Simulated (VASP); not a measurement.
**TePb: single point with PBE**

**Experimental background.**

From a printed reference work, monograph, for a bulk crystal of TePb at 4.2 K: band gap 0.19 eV (direct).

The system is TePb.

```
CELL_PARAMETERS angstrom
0.00000 3.30470 3.30470
3.30470 0.00000 3.30470
3.30470 3.30470 0.00000
ATOMIC_POSITIONS crystal
Te 0.50000 0.50000 0.50000
Pb 0.00000 0.00000 0.00000
```

```
Program                : VASP 6.6.1
Task                   : single point
Functional             : PBE
Potentials or basis    : VASP PAW PBE potentials, release 64 (Te, Pb_d)
Cutoff                 : 520 eV
k mesh                 : 6 × 6 × 6
Occupations            : gaussian, width 0.01 eV
Spin                   : no spin polarisation
Dipole correction      : no
Further INCAR settings : ALGO = Normal; EDIFF = 1e-06; NBANDS = 17
```

* Pressure: -0.7 GPa
* Band gap on the k mesh: 0.86 eV, direct

Levels at points of the mesh, in eV from the valence-band top:
| k point | band 8 | band 9 | band 10 | band 11 | band 12 | band 13 |
| --- | --- | --- | --- | --- | --- | --- |
| (0.00, 0.00, 0.00) | -1.09 | -1.09 | -1.09 | 4.00 | 4.00 | 4.00 |
| (0.50, 0.00, 0.00) | -0.67 | -0.67 | 0.00 | 0.86 | 1.44 | 1.44 |
| (0.50, 0.50, 0.00) | -3.97 | -2.41 | -2.41 | 3.59 | 5.24 | 5.24 |

It took 31 s on 1 thread of Intel Xeon 8259CL (shared host), peak memory 0.21 GiB.

Measured gap of TePb: 0.19 eV (direct; 4.2 K; a printed reference work, monograph). This calculation gives 0.86 eV (+0.67 eV). Spin-orbit coupling on Pb, Te is left out. The value is that of PBE on a finite k mesh, which can miss the band edges, without temperature or zero-point motion.

Caveat: spin-orbit coupling is left out, which moves the levels of the heavy elements.
